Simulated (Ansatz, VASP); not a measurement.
**Two plane-wave programs on GaAs**

```xyz
2
Lattice="0.0000 2.8751 2.8751 2.8751 0.0000 2.8751 2.8751 2.8751 0.0000" Properties=species:S:1:pos:R:3 pbc="T T T"
Ga    0.0000    0.0000    0.0000
As    4.3126    4.3126    4.3126
```

The cell is a database's computed one.

Alike in both runs: task relaxation of cell and atoms; functional LDA; k mesh 12 × 12 × 12; occupations gaussian, width 0.1 eV; no spin polarisation.

|  | VASP | Ansatz |
| --- | --- | --- |
| version | VASP 6.6.1 | Ansatz 0.2.0 |
| potentials or method | VASP PAW LDA potentials, release 64 (Ga_d, As) | scalar-relativistic, plane waves, PAW |
| plane-wave cutoff (eV) | 600 | 420 |
| valence electrons in the cell | 18 | 28 |

VASP gave:

* gap on the k mesh at the Fermi level, each at its own relaxed structure (eV): 0.51
* relaxed volume (Å³/atom): 22.08
* relaxed cell length with the largest relative difference (Å): 3.967
* energy change over the relaxation (meV/atom): -26

Q: Which values does Ansatz return?

A: gap on the k mesh at the Fermi level, each at its own relaxed structure (eV): 0.49; relaxed volume (Å³/atom): 21.99; relaxed cell length with the largest relative difference (Å): 3.962; energy change over the relaxation (meV/atom): -29.

The two sets of potentials don't hold the same shells in valence.

A k mesh can miss the band edges.
